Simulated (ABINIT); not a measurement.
# KCl (Sylvite): making up for missing bands, part 2 of 2

Can a closure trick stand in for empty bands in GW on KCl (Sylvite)?

ABINIT 10.8.3; PBE and many-body steps on it, plane waves. Known limits of the many-body steps: not at the basis limit.

So far. Step 4 (384 bands): The gap on the mesh goes from 5.19 eV to 8.19 eV, a correction of +3.00 eV. Step 6 (41 bands): Against G0W0 in ABINIT (4×4×4 mesh, 384 bands, screening to 266.7 eV, Godby-Needs plasmon pole), the gap moves by −0.315 eV.

**7. Screening, 4×4×4 mesh, 41 bands, screening to 266.7 eV**

This step: RPA screening on PBE, plane waves, norm-conserving pseudopotentials.

Input file run.abi:

```
acell 3*1.0 Angstrom
rprim 
  -0.000000000000 3.146470000000 3.146470000000
  3.146470000000 0.000000000000 3.146470000000
  3.146470000000 3.146470000000 -0.000000000000
ntypat 2
znucl 19 17
natom 2
typat 1 2
xred 
  0.000000000000 0.000000000000 0.000000000000
  0.500000000000 0.500000000000 0.500000000000
pp_dirpath "pseudos"
pseudos "K.upf, Cl.upf"
ecut 33
ngkpt 4 4 4
nshiftk 1
shiftk 0 0 0
kptopt 1
chksymbreak 0
istwfk *1
occopt 1
irdwfk 1
optdriver 3
nband 41
ecuteps 9.8
inclvkb 2
awtr 1
symchi 1
gwcomp 1
gwencomp 3
indata_prefix "in"
outdata_prefix "out"
tmpdata_prefix "tmp"
```

Run with:

```console
> OMP_NUM_THREADS=1 mpirun -n 4 abinit run.abi > log
```

The program printed:

```text
.Version 10.8.3 of ABINIT. v10.8.2 released Aug 2026.

 Symmetries : space group Fm -3 m (#225); Bravais cF (face-center cubic)
[... echo of the input left out ...]
== DATASET  1 ==================================================================
-   mpi_nproc: 4, omp_nthreads: 1 (-1 if OMP is not activated)

--- !DatasetInfo
iteration_state: {dtset: 1, }
dimensions: {natom: 2, nkpt: 8, mband: 41, nsppol: 1, nspinor: 1, nspden: 1, mpw: 3839, }
cutoff_energies: {ecut:  33.0, pawecutdg:  -1.0, }
[...]
--------------------------------------------------------------------------------
[... chi0 elements left out ...]
 For q-point:  0.000010 0.000020 0.000030
  dielectric constant =   2.1733
  dielectric constant without local fields =   2.5798

  Average fulfillment of the sum rule on Im[epsilon] for q-point    1 :    118.45  [%]
[... wings left out ...]
  q-point number  2        q = ( 0.250000, 0.000000, 0.000000) [r.l.u.]
--------------------------------------------------------------------------------
[... chi0 elements left out ...]
  Average fulfillment of the sum rule on Im[epsilon] for q-point    2 :    104.97  [%]

 [... 6 further q-points ...]
```

Wall time 93 s (4 MPI ranks of Arm Neoverse V1, shared host); peak memory 1.1 GiB; 6.2 min of CPU time.

This step gave:

```yaml
eps_infinity_with_local_fields_on_this_mesh_along_the_program_s_q_direction: 2.173
the_same_without_local_fields: 2.580
plasma_frequency: 18.82 eV
plane_waves_in_the_screening_matrix: 609
```

**8. 41 bands, completed**

This step: G0W0 on PBE, plane waves, norm-conserving pseudopotentials.

Changes to run.abi since step 7:

```diff
@@ -23,8 +23,15 @@
 irdwfk 1
-optdriver 3
+optdriver 4
 nband 41
+gwcalctyp 0
+ecutsigx 33
+symsigma 1
+nkptgw 1
+kptgw 
+  0.0000000000 0.0000000000 0.0000000000
+bdgw 
+  6 12
 ecuteps 9.8
-inclvkb 2
-awtr 1
-symchi 1
+irdscr 1
+ppmodel 1
 gwcomp 1
```

The program printed:

```text
.Version 10.8.3 of ABINIT. v10.8.2 released Aug 2026.

 Symmetries : space group Fm -3 m (#225); Bravais cF (face-center cubic)
[... echo of the input left out ...]
== DATASET  1 ==================================================================
-   mpi_nproc: 4, omp_nthreads: 1 (-1 if OMP is not activated)

--- !DatasetInfo
iteration_state: {dtset: 1, }
dimensions: {natom: 2, nkpt: 8, mband: 41, nsppol: 1, nspinor: 1, nspden: 1, mpw: 3839, }
cutoff_energies: {ecut:  33.0, pawecutdg:  -1.0, }
[...]
10   8.135  -8.956  -4.051  -2.946   0.873  -0.146  -7.246   1.710   9.845
       11   8.135  -8.956  -4.051  -2.946   0.873  -0.146  -7.246   1.710   9.845
       12   8.135  -8.956  -4.051  -2.946   0.873  -0.146  -7.246   1.710   9.845

== END DATASET(S) ==============================================================
================================================================================

 -outvars: echo values of variables after computation  --------
           etotal      0.0000000000E+00
            nband          41
             nkpt           8
          spgroup         225
 [... the other variables as echoed above ...]

 Calculation completed.
```

Elapsed: 15 s, on 4 MPI ranks; peak memory 1.4 GiB; 59 s of CPU time.

This step gave:

- G0W0 gap on the points computed: 8.146 eV
- starting gap on the mesh: 5.190 eV
- k of the valence top: 0, 0, 0
- k of the conduction bottom: 0, 0, 0
- least direct G0W0 gap on the computed points: 8.146 eV

Against G0W0 in ABINIT (4×4×4 mesh, 384 bands, screening to 266.7 eV, Godby-Needs plasmon pole), the gap moves by −0.044 eV.

**9. Screening, 4×4×4 mesh, 141 bands, screening to 266.7 eV**

This step: RPA screening on PBE, plane waves, norm-conserving pseudopotentials.

Changes to run.abi since step 8:

```diff
@@ -23,17 +23,8 @@
 irdwfk 1
-optdriver 4
-nband 41
-gwcalctyp 0
-ecutsigx 33
-symsigma 1
-nkptgw 1
-kptgw 
-  0.0000000000 0.0000000000 0.0000000000
-bdgw 
-  6 12
+optdriver 3
+nband 141
 ecuteps 9.8
-irdscr 1
-ppmodel 1
-gwcomp 1
-gwencomp 3
+inclvkb 2
+awtr 1
+symchi 1
 indata_prefix "in"
```

The program printed:

```text
.Version 10.8.3 of ABINIT. v10.8.2 released Aug 2026.

 Symmetries : space group Fm -3 m (#225); Bravais cF (face-center cubic)
[... echo of the input left out ...]
== DATASET  1 ==================================================================
-   mpi_nproc: 4, omp_nthreads: 1 (-1 if OMP is not activated)

--- !DatasetInfo
iteration_state: {dtset: 1, }
dimensions: {natom: 2, nkpt: 8, mband: 141, nsppol: 1, nspinor: 1, nspden: 1, mpw: 3839, }
cutoff_energies: {ecut:  33.0, pawecutdg:  -1.0, }
[...]
--------------------------------------------------------------------------------
[... chi0 elements left out ...]
 For q-point:  0.000010 0.000020 0.000030
  dielectric constant =   2.1773
  dielectric constant without local fields =   2.5848

  Average fulfillment of the sum rule on Im[epsilon] for q-point    1 :     74.30  [%]
[... wings left out ...]
  q-point number  2        q = ( 0.250000, 0.000000, 0.000000) [r.l.u.]
--------------------------------------------------------------------------------
[... chi0 elements left out ...]
  Average fulfillment of the sum rule on Im[epsilon] for q-point    2 :     80.10  [%]

 [... 6 further q-points ...]
```

The job ended after 90 s (4 MPI ranks; peak memory 1.5 GiB; 6 min of CPU time).

Numbers from this step:

- ε∞ with local fields, on this mesh, along the program's q direction: 2.177
- the same without local fields: 2.585
- plasma frequency: 18.82 eV
- plane waves in the screening matrix: 609

**10. 141 bands**

This step: G0W0 on PBE, plane waves, norm-conserving pseudopotentials.

Changes to run.abi since step 9:

```diff
@@ -23,8 +23,15 @@
 irdwfk 1
-optdriver 3
+optdriver 4
 nband 141
+gwcalctyp 0
+ecutsigx 33
+symsigma 1
+nkptgw 1
+kptgw 
+  0.0000000000 0.0000000000 0.0000000000
+bdgw 
+  6 12
 ecuteps 9.8
-inclvkb 2
-awtr 1
-symchi 1
+irdscr 1
+ppmodel 1
 indata_prefix "in"
```

The program printed:

```text
.Version 10.8.3 of ABINIT. v10.8.2 released Aug 2026.

 Symmetries : space group Fm -3 m (#225); Bravais cF (face-center cubic)
[... echo of the input left out ...]
== DATASET  1 ==================================================================
-   mpi_nproc: 4, omp_nthreads: 1 (-1 if OMP is not activated)

--- !DatasetInfo
iteration_state: {dtset: 1, }
dimensions: {natom: 2, nkpt: 8, mband: 141, nsppol: 1, nspinor: 1, nspden: 1, mpw: 3839, }
cutoff_energies: {ecut:  33.0, pawecutdg:  -1.0, }
[...]
10   8.135  -8.956  -4.051  -2.972   0.867  -0.153  -7.279   1.677   9.812
       11   8.135  -8.956  -4.051  -2.972   0.867  -0.153  -7.279   1.677   9.812
       12   8.135  -8.956  -4.051  -2.972   0.867  -0.153  -7.279   1.677   9.812

== END DATASET(S) ==============================================================
================================================================================

 -outvars: echo values of variables after computation  --------
           etotal      0.0000000000E+00
            nband         141
             nkpt           8
          spgroup         225
 [... the other variables as echoed above ...]

 Calculation completed.
```

The job ended after 38 s (4 MPI ranks; peak memory 2 GiB; 2.5 min of CPU time).

Numbers from this step:

```yaml
g0w0_gap_on_the_points_computed: 8.06 eV
starting_gap_on_the_mesh: 5.190 eV
k_of_the_valence_top: 0, 0, 0
k_of_the_conduction_bottom: 0, 0, 0
least_direct_g0w0_gap_on_the_computed_points: 8.06 eV
```

Against G0W0 in ABINIT (4×4×4 mesh, 384 bands, screening to 266.7 eV, Godby-Needs plasmon pole), the gap moves by −0.130 eV.

**11. Screening, 4×4×4 mesh, 141 bands, screening to 266.7 eV**

This step: RPA screening on PBE, plane waves, norm-conserving pseudopotentials.

Changes to run.abi since step 10:

```diff
@@ -23,15 +23,10 @@
 irdwfk 1
-optdriver 4
+optdriver 3
 nband 141
-gwcalctyp 0
-ecutsigx 33
-symsigma 1
-nkptgw 1
-kptgw 
-  0.0000000000 0.0000000000 0.0000000000
-bdgw 
-  6 12
 ecuteps 9.8
-irdscr 1
-ppmodel 1
+inclvkb 2
+awtr 1
+symchi 1
+gwcomp 1
+gwencomp 1.5
 indata_prefix "in"
```

The program printed:

```text
.Version 10.8.3 of ABINIT. v10.8.2 released Aug 2026.

 Symmetries : space group Fm -3 m (#225); Bravais cF (face-center cubic)
[... echo of the input left out ...]
== DATASET  1 ==================================================================
-   mpi_nproc: 4, omp_nthreads: 1 (-1 if OMP is not activated)

--- !DatasetInfo
iteration_state: {dtset: 1, }
dimensions: {natom: 2, nkpt: 8, mband: 141, nsppol: 1, nspinor: 1, nspden: 1, mpw: 3839, }
cutoff_energies: {ecut:  33.0, pawecutdg:  -1.0, }
[...]
--------------------------------------------------------------------------------
[... chi0 elements left out ...]
 For q-point:  0.000010 0.000020 0.000030
  dielectric constant =   2.1782
  dielectric constant without local fields =   2.5848

  Average fulfillment of the sum rule on Im[epsilon] for q-point    1 :     90.59  [%]
[... wings left out ...]
  q-point number  2        q = ( 0.250000, 0.000000, 0.000000) [r.l.u.]
--------------------------------------------------------------------------------
[... chi0 elements left out ...]
  Average fulfillment of the sum rule on Im[epsilon] for q-point    2 :     90.37  [%]

 [... 6 further q-points ...]
```

Wall time 2.6 min (4 MPI ranks); peak memory 1.7 GiB.

This step gave:

```
ε∞ with local fields, on this mesh, along the program's q direction : 2.178
the same without local fields                                       : 2.585
plasma frequency                                                    : 18.82 eV
plane waves in the screening matrix                                 : 609
```

**12. 141 bands, completed**

This step: G0W0 on PBE, plane waves, norm-conserving pseudopotentials.

Changes to run.abi since step 11:

```diff
@@ -23,8 +23,15 @@
 irdwfk 1
-optdriver 3
+optdriver 4
 nband 141
+gwcalctyp 0
+ecutsigx 33
+symsigma 1
+nkptgw 1
+kptgw 
+  0.0000000000 0.0000000000 0.0000000000
+bdgw 
+  6 12
 ecuteps 9.8
-inclvkb 2
-awtr 1
-symchi 1
+irdscr 1
+ppmodel 1
 gwcomp 1
```

The program printed:

```text
.Version 10.8.3 of ABINIT. v10.8.2 released Aug 2026.

 Symmetries : space group Fm -3 m (#225); Bravais cF (face-center cubic)
[... echo of the input left out ...]
== DATASET  1 ==================================================================
-   mpi_nproc: 4, omp_nthreads: 1 (-1 if OMP is not activated)

--- !DatasetInfo
iteration_state: {dtset: 1, }
dimensions: {natom: 2, nkpt: 8, mband: 141, nsppol: 1, nspinor: 1, nspden: 1, mpw: 3839, }
cutoff_energies: {ecut:  33.0, pawecutdg:  -1.0, }
[...]
10   8.135  -8.956  -4.051  -3.202   0.868  -0.153  -7.478   1.478   9.613
       11   8.135  -8.956  -4.051  -3.202   0.868  -0.153  -7.478   1.478   9.613
       12   8.135  -8.956  -4.051  -3.202   0.868  -0.153  -7.478   1.478   9.613

== END DATASET(S) ==============================================================
================================================================================

 -outvars: echo values of variables after computation  --------
           etotal      0.0000000000E+00
            nband         141
             nkpt           8
          spgroup         225
 [... the other variables as echoed above ...]

 Calculation completed.
```

Run time: 41 s. Hardware: 4 MPI ranks; peak memory 2 GiB.

Numbers from this step:

| Property | Result |
| --- | --- |
| G0W0 gap on the points computed | 8.233 eV |
| starting gap on the mesh | 5.190 eV |
| k of the valence top | 0, 0, 0 |
| k of the conduction bottom | 0, 0, 0 |
| least direct G0W0 gap on the computed points | 8.233 eV |

Against G0W0 in ABINIT (4×4×4 mesh, 384 bands, screening to 266.7 eV, Godby-Needs plasmon pole), the gap moves by +0.043 eV.

**13. Side by side**

Times are wall times on 4 MPI ranks of Arm Neoverse V1, shared host, good to a factor of about two. A run's time includes the screening step that it read.

| run | mesh | bands | screening cutoff (eV) | DFT gap (eV) | gap on the mesh (eV) | direct (eV) | ε∞ used | time |
| --- | --- | --- | --- | --- | --- | --- | --- | --- |
| 384 bands | 4×4×4 | 384 | 266.7 | 5.190 | 8.190 | 8.190 | 2.18 | 5.6 min |
| 41 bands | 4×4×4 | 41 | 266.7 | 5.190 | 7.875 | 7.875 | 2.17 | 40 s |
| 41 bands, completed | 4×4×4 | 41 | 266.7 | 5.190 | 8.146 | 8.146 | 2.17 | 1.8 min |
| 141 bands | 4×4×4 | 141 | 266.7 | 5.190 | 8.060 | 8.060 | 2.18 | 2.1 min |
| 141 bands, completed | 4×4×4 | 141 | 266.7 | 5.190 | 8.233 | 8.233 | 2.18 | 3.3 min |

**14. Outcome**

| Property | Result |
| --- | --- |
| 384 bands | 8.190 eV |
| 41 bands | 7.875 eV |
| 41 bands, completed | 8.146 eV |
| 141 bands | 8.060 eV |
| 141 bands, completed | 8.233 eV |

41 bands: −0.315 eV against 384 bands. 41 bands, completed: −0.044 eV against 384 bands. 141 bands: −0.130 eV against 384 bands. 141 bands, completed: +0.043 eV against 384 bands. The row with most bands is itself short of the limit, so it is no exact reference, and agreement of a truncated run with it can be a cancellation between the edges. In the G0W0 runs levels were corrected at 1 k point alone, so a gap called «on the mesh» is the least over those, and an edge elsewhere would be missed.

[Paths, hosts, dates, memory and timing lines, banners, echoed tables and standing remarks are left out of the program output.]

[Logs are printed without paths, hosts, clocks, repeated set-up lines and the standing remarks that a program may print on its own settings, such as how far it seeks lower states.]

[Runs of the session that timed out or met a known fault of the program may be left out.]

[Hosts, paths, dates, database ids (printed as entryN), source tags and the programs' standing remarks are cut or masked in the printed files.]

[G0W0 gaps are taken among the corrected bands and points alone; a level outside them can change the order at an edge.]

[Where Ansatz stands beside ABINIT at settings called matched, ABINIT's density can come from a denser mesh and the files from another edition; pairs whose starting gaps differed by over 0.03 eV were left out, so agreement reads better than it is.]
